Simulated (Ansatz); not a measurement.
**ZnS with hamiltonian.xc changed**

All numbers are calculated (PBE, no spin polarisation, no spin-orbit coupling; Ansatz, PAW set soft_2, 420 eV, k-mesh 8×8×8), not measured. These are the settings of the reference run.

Cell:

```
Zn S
1.0
     0.00000    2.72118    2.72118
     2.72118    0.00000    2.72118
     2.72118    2.72118    0.00000
Zn S
1 1
Direct
  0.00000 0.00000 0.00000
  0.25000 0.25000 0.25000
```

The reference run of this cell is solved again as a single point with these keys changed:

| key | reference run | changed run |
| --- | --- | --- |
| hamiltonian.xc | pbe | rpbe |

Does this change matter?



| quantity | reference run | changed run |
| --- | --- | --- |
| pressure (GPa) | 0.0 | 2.6 |
| largest force (eV/Å) | 0.00 | 0.00 |
| gap on the mesh (eV) | 2.02 | 2.19 |

The Hamiltonian isn't the same, so energies aren't compared. It took 6 iterations from the trained starting density.

Caveats: a single point, atoms not relaxed again; semilocal functionals make gaps too small and can close them.
